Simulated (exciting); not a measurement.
# V (Im-3m) in exciting: a series of runs

Aim: see how the results for V move with the level of theory and the settings. Levels: PBE, LDA. Tasks: band structure.

Program: exciting (release sodium). These are calculated values, not measurements. Logs are shortened: lines on timing, memory, paths and dates and some standing lists are left out, and cuts for length are marked.

## Step 1: Starting point

It takes space group Im-3m (No. 229, cubic). The conventional cell has a = 3.029 Å, b = 3.029 Å, c = 3.029 Å, α = 90.00°, β = 90.00°, γ = 90.00°. V (site symmetry m-3m) is surrounded by 8 V at 2.62 Å.

## Step 2: Band structure, PBE, collinear spin, ferromagnetic start

Contents of input.xml:

```xml
<input>
  <title>V</title>
  <structure speciespath="./" tshift="false">
    <crystal scale="1">
      <basevect>-2.861706756827 2.861706756827 2.861706756827</basevect>
      <basevect>2.861706756827 -2.861706756827 2.861706756827</basevect>
      <basevect>2.861706756827 2.861706756827 -2.861706756827</basevect>
    </crystal>
    <species speciesfile="V.xml" rmt="2">
      <atom coord="0.000000000000 0.000000000000 0.000000000000" bfcmt="0 0 -8"/>
    </species>
  </structure>
  <groundstate do="fromscratch" ngridk="12 12 12" rgkmax="9" gmaxvr="14" lmaxapw="10" lmaxmat="10" lmaxvr="8" xctype="GGA_PBE" stype="Fermi Dirac" swidth="0.00183747" nempty="20" ValenceRelativity="iora*" epsengy="1e-05" epspot="1e-05" maxscl="90" outputlevel="normal">
    <spin reducebf="0.5"/>
  </groundstate>
  <properties>
    <bandstructure>
      <plot1d>
        <path steps="80">
          <point coord="0 0 0" label="G"/>
          <point coord="0.5 -0.5 0.5" label="H"/>
          <point coord="0 0 0.5" label="N"/>
          <point coord="0 0 0" label="G"/>
          <point coord="0.25 0.25 0.25" label="P"/>
          <point coord="0.5 -0.5 0.5" label="H" breakafter="true"/>
          <point coord="0.25 0.25 0.25" label="P"/>
          <point coord="0 0 0.5" label="N"/>
        </path>
      </plot1d>
    </bandstructure>
  </properties>
</input>
```

Potentials or basis: all-electron LAPW+lo, shipped species files, valence relativity iora*.

The run is started by

```sh
$ OMP_NUM_THREADS=1 exciting_smp
```

INFO.OUT:

```text
================================================================================
EXCITING SODIUM started
[... 10 lines left out ...]

 Lattice vectors (cartesian) :
     -2.8617067568      2.8617067568      2.8617067568
      2.8617067568     -2.8617067568      2.8617067568
      2.8617067568      2.8617067568     -2.8617067568

 Reciprocal lattice vectors (cartesian) :
     -0.0000000000      1.0978038355      1.0978038355
      1.0978038355     -0.0000000000      1.0978038355
      1.0978038355      1.0978038355     -0.0000000000

 Unit cell volume                           :      93.7422510524
 Brillouin zone volume                      :       2.6460876569

 Species :    1 (V)
     parameters loaded from                 :    V.xml
     name                                   :    vanadium
     nuclear charge                         :     -23.00000000
     electronic charge                      :      23.00000000
     atomic mass                            :   92860.67376000
     muffin-tin radius                      :       2.00000000
     # of radial points in muffin-tin       :     350

     atomic positions (lattice) :
       1 :   0.00000000  0.00000000  0.00000000

     magnetic fields (cartesian) :
       1 :   0.00000000  0.00000000 -8.00000000

 Total number of atoms per unit cell        :       1

 Spin treatment                             :    spin-polarised
 Global magnetic field (cartesian) :        0.00000000   0.00000000   0.00000000
 collinear magnetisation in z-direction

 Number of Bravais lattice symmetries       :      48
 Number of crystal symmetries               :      48

 k-point grid                               :      12   12   12
 Total number of k-points                   :      72
 k-point set is reduced with crystal symmetries

 R^MT_min * |G+k|_max (rgkmax)              :       9.00000000
 Species with R^MT_min                      :       1 (V)
 Maximum |G+k| for APW functions            :       4.50000000
 Maximum |G| for potential and density      :      14.00000000

 G-vector grid sizes                        :      24    24    24
 Total number of G-vectors                  :    4321

 Maximum angular momentum used for
     APW functions                          :      10
     computing H and O matrix elements      :      10
     potential and density                  :       8
     inner part of muffin-tin               :       2

 Total nuclear charge                       :     -23.00000000
 Total electronic charge                    :      23.00000000
 Total core charge                          :      10.00000000
 Total valence charge                       :      13.00000000

 Number of empty states                     :      20
 Total number of valence states             :      54

 Maximum Hamiltonian size                   :     165
 Maximum number of plane-waves              :     152
 Total number of local-orbitals             :      13

 Exchange-correlation type                  :      20
[... 23 lines left out ...]
+ SCF iteration number :    1                                                  +
++++++++++++++++++++++++++++++++++++++++++++++++++++++++++++++++++++++++++++++++
 Total energy                               :      -945.97081542
 _______________________________________________________________
 Fermi energy                               :         0.41095562
 Kinetic energy                             :       960.89030189
 Coulomb energy                             :     -1861.60137814
 Exchange energy                            :       -44.23118070
 Correlation energy                         :        -1.02855847
 No external B-field energy in total energy

 DOS at Fermi energy (states/Ha/cell)       :        37.48869621

 Electron charges :
     core                                   :        10.00000000
     core leakage                           :         0.00000001
     valence                                :        13.00000000
     interstitial                           :         2.49527508
     charge in muffin-tin spheres :
                  atom     1     V          :        20.50472492
     total charge in muffin-tins            :        20.50472492
     total charge                           :        23.00000000

 Moments :
     interstitial                           :         0.13283298
     moment in muffin-tin spheres :
                  atom     1     V          :         0.54286128
     total moment in muffin-tins            :         0.54286128
     total moment                           :         0.67569425
[... 715 lines left out ...]
 Electron charges :
     core                                   :        10.00000000
     core leakage                           :         0.00000001
     valence                                :        13.00000000
     interstitial                           :         2.32683650
     charge in muffin-tin spheres :
                  atom     1     V          :        20.67316350
     total charge in muffin-tins            :        20.67316350
     total charge                           :        23.00000000

 Moments :
     interstitial                           :         0.00000265
     moment in muffin-tin spheres :
                  atom     1     V          :         0.00000680
     total moment in muffin-tins            :         0.00000680
     total moment                           :         0.00000945

 RMS change in effective potential (target) :  0.192067E-07  ( 0.100000E-04)
 Absolute change in total energy   (target) :  0.631168E-06  ( 0.100000E-04)
 Charge distance                   (target) :  0.691528E-08  ( 0.100000E-04)

++++++++++++++++++++++++++++++++++++++++++++++++++++++++++++++++++++++++++++++++
| Convergency criteria checked for the last 2 iterations                       +
| Convergence targets achieved. Performing final SCF iteration                 +
++++++++++++++++++++++++++++++++++++++++++++++++++++++++++++++++++++++++++++++++
 Total energy                               :      -949.32278186
 _______________________________________________________________
 Fermi energy                               :         0.38774246
 Kinetic energy                             :       959.19231826
 Coulomb energy                             :     -1863.09517357
 Exchange energy                            :       -44.39192249
 Correlation energy                         :        -1.02800406
 No external B-field energy in total energy

 DOS at Fermi energy (states/Ha/cell)       :        60.20213825

 Electron charges :
     core                                   :        10.00000000
     core leakage                           :         0.00000001
     valence                                :        13.00000000
     interstitial                           :         2.32683673
     charge in muffin-tin spheres :
                  atom     1     V          :        20.67316327
     total charge in muffin-tins            :        20.67316327
     total charge                           :        23.00000000

 Moments :
     interstitial                           :         0.00000057
     moment in muffin-tin spheres :
                  atom     1     V          :         0.00000142
     total moment in muffin-tins            :         0.00000142
     total moment                           :         0.00000199

++++++++++++++++++++++++++++++++++++++++++++++++++++++++++++++++++++++++++++++++
[... 12 lines left out ...]
| EXCITING SODIUM stopped                                                      =
================================================================================
```

Wall time 81 s (1 thread of Arm Neoverse V2, shared host); peak memory 0.11 GiB.

Results:

| Quantity | Value |
| --- | --- |
| Free energy | -25832.4069 eV |
| Band gap on the k mesh | none (metal or under the smearing width) |
| Net moment | 0.00 μB per cell |
| All electrons inside the program's atomic spheres | V 20.67 (radii V 2.0 bohr) |

Levels at the corners of the path, in eV from the Fermi level:
Spin up:
```tsv
point	band 4	band 5	band 6	band 7	band 8	band 9
Γ	-37.07	-6.52	0.41	0.41	0.41	2.35
H	-37.64	-2.85	-2.85	3.60	3.60	3.60
N	-37.08	-3.07	-1.07	1.54	2.35	2.69
Γ	-37.07	-6.52	0.41	0.41	0.41	2.35
P	-37.48	-1.08	-1.08	-1.08	2.75	2.75
H	-37.64	-2.85	-2.85	3.60	3.60	3.60
P	-37.48	-1.08	-1.08	-1.08	2.75	2.75
N	-37.08	-3.07	-1.07	1.54	2.35	2.69
```
Spin down:
| point | band 4 | band 5 | band 6 | band 7 | band 8 | band 9 |
| --- | --- | --- | --- | --- | --- | --- |
| Γ | -37.07 | -6.52 | 0.41 | 0.41 | 0.41 | 2.35 |
| H | -37.64 | -2.85 | -2.85 | 3.60 | 3.60 | 3.60 |
| N | -37.08 | -3.07 | -1.07 | 1.54 | 2.35 | 2.69 |
| Γ | -37.07 | -6.52 | 0.41 | 0.41 | 0.41 | 2.35 |
| P | -37.48 | -1.08 | -1.08 | -1.08 | 2.75 | 2.75 |
| H | -37.64 | -2.85 | -2.85 | 3.60 | 3.60 | 3.60 |
| P | -37.48 | -1.08 | -1.08 | -1.08 | 2.75 | 2.75 |
| N | -37.08 | -3.07 | -1.07 | 1.54 | 2.35 | 2.69 |

Caveat: the log's total energy holds no entropy term; the free energy is that total less TS from the occupations; the starting moments collapsed, and a magnetic state may lie lower.

(Part 1 of 2 ends here.)
